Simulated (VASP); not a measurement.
Set up this calculation in VASP 6.6.1, as the native input.

* Task: single point
* Functional: PBE
* Potentials or basis: VASP PAW PBE potentials, release 64 (Se)
* Cutoff: 520 eV
* k mesh: 4 × 4 × 3
* Occupations: fermi-dirac, width 0.05 eV
* Spin: no spin polarisation
* Dipole correction: no
* Further INCAR settings: ALGO = Normal; EDIFF = 1e-06; NBANDS = 16

The structure of Se lies in POSCAR:

```
Se
1.0
    4.3662000000      0.0000000000      0.0000000000
   -2.1831000000      3.7812400000      0.0000000000
    0.0000000000      0.0000000000      4.9536000000
Se
3
Direct
    0.2254000000      0.0000000000      0.3333333333
    0.0000000000      0.2254000000      0.6666666667
    0.7746000000      0.7746000000      0.0000000000
```

One way to write it, as run:

INCAR

```
SYSTEM = Se
ALGO = Normal
EDIFF = 1E-6
ENCUT = 520
GGA = PE
ISIF = 2
ISMEAR = -1
LASPH = .TRUE.
LCHARG = .FALSE.
LREAL = .FALSE.
LWAVE = .FALSE.
NBANDS = 16
NELM = 100
PREC = Accurate
SIGMA = 0.05
```

KPOINTS

```
k-points
0
G
  4 4 3
  0 0 0
```

Potentials or basis: VASP PAW PBE potentials, release 64 (Se).

The run is started by

```sh
$ cat potpaw_PBE.64/Se/POTCAR > POTCAR
$ mpirun -np 1 vasp_std > vasp.out
```

It gave:

| Quantity | Value |
| --- | --- |
| Pressure | 2.9 GPa |
| Largest force | 0.413 eV/Å |
| Band gap on the k mesh | 1.59 eV, indirect (least direct gap 1.99 eV) |

Caveat: the k mesh is coarse (spacing up to 0.42 Å⁻¹), so the values aren't converged; an odd mesh through Γ misses points on the zone boundary, where band edges often lie.

Wall time 16 s on 1 thread of Intel(R) Xeon(R) Platinum 8375C CPU @ 2.90GHz (Ice Lake), with other jobs on the host, peak memory 0.18 GiB.
